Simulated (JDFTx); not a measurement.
**In: single point with PBE**

The system is In.

```
In
1.0
    -1.62547    1.62547    2.47370
     1.62547   -1.62547    2.47370
     1.62547    1.62547   -2.47370
In
1
Direct
  0.00000 0.00000 0.00000
```

```yaml
Program: JDFTx 1.7.0 (patched build)
Task: single point
Functional: PBE
Potentials_or_basis: PseudoDojo-SR-PBE-0.5-standard
Cutoff: 952 eV
Density_cutoff: 3810 eV
k_mesh: 11 × 11 × 11
Occupations: fermi-dirac, width 0.05 eV
Spin: no spin polarisation
```

```yaml
Pressure: 2.0 GPa
Band_gap_on_the_k_mesh: none (metal or under the smearing width)
```

Stress tensor (GPa, compression positive):
```
2.17 0.00 0.00
0.00 2.17 0.00
0.00 0.00 1.63
```

Levels at points of the mesh, in eV from the Fermi level:
```
           k point  band 3  band 4  band 5  band 6  band 7  band 8  band 9
(0.00, 0.00, 0.00)  -14.66  -14.58  -14.48   -9.58   10.53   10.53   10.69
```

It took 81 s on 1 thread of Arm Neoverse V2, with other jobs on the host, peak memory 0.14 GiB.

Caveat: the empty levels aren't tightly converged.
